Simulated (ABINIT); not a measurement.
KI in ABINIT: the effect of potentials

The system is KI.

```
I K
1.0
     0.00000    3.53277    3.53277
     3.53277    0.00000    3.53277
     3.53277    3.53277    0.00000
I K
1 1
Direct
  0.50000 0.50000 0.50000
  0.00000 0.00000 0.00000
```

Alike in all runs:

* Program: ABINIT 10.8.3 (patched build)
* Task: band structure
* Functional: r2SCAN
* k mesh: 7 × 7 × 7
* Occupations: fermi-dirac, width 0.05 eV
* Spin: no spin polarisation

| potentials | cutoff | gap on the mesh (eV) | pressure (GPa) |
| --- | --- | --- | --- |
| Ansatz PAW PBE default generated set, frozen core | 490 eV | 4.61 | 0.1 |
| JTH PAW PBE v2.0 | 517 eV | 4.61 | 0.2 |
| SG15 NC PBE v1.2 | 1143 eV | 4.57 | -0.1 |
| PseudoDojo NC SR PBE v0.4.1 standard | 1197 eV | ? | ? |

Problem. What does the run with potentials PseudoDojo NC SR PBE v0.4.1 standard give?

Solution. gap on the mesh 4.49 eV; pressure 0.1 GPa.

Caveats: spin-orbit coupling is left out, which moves the levels of the heavy elements; the PAW data sets were made with another functional, which shifts forces and pressure a little (some runs); the potentials were made for another functional, which shifts forces and pressure (some runs); a meta-GGA on potentials with a model core is unreliable (some runs).

The runs don't all hold the same shells in valence.

Runs at the PBE level aren't shown here.
